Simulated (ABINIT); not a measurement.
## Ni in ABINIT: the effect of functional

The system is Ni.

```
CELL_PARAMETERS angstrom
0.00000 1.73757 1.73757
1.73757 0.00000 1.73757
1.73757 1.73757 0.00000
ATOMIC_POSITIONS crystal
Ni 0.00000 0.00000 0.00000
```

Alike in all runs:

```yaml
Program: ABINIT 10.8.3 (patched build)
Task: single point
Potentials_or_basis: JTH PAW PBE v2.0
Cutoff: 1333 eV
k_mesh: 13 × 13 × 13
Occupations: fermi-dirac, width 0.05 eV
Spin: collinear spin, ferromagnetic start
Starting_moments: "[1.0] μB"
```

```csv
functional,pressure (GPa)
WC,-0.7
LDA,-9.6
PBEsol,-1.9
RPBE,?
BLYP,18.9
AM05,-2.7
revPBE,12.7
PW91,8.3
```

**Question.** What does the run with functional RPBE give?

**Answer.** Pressure 14.3 GPa.

Caveats: the PAW data sets were made with another functional, which shifts forces and pressure a little.

Runs at the PBE level aren't shown here.
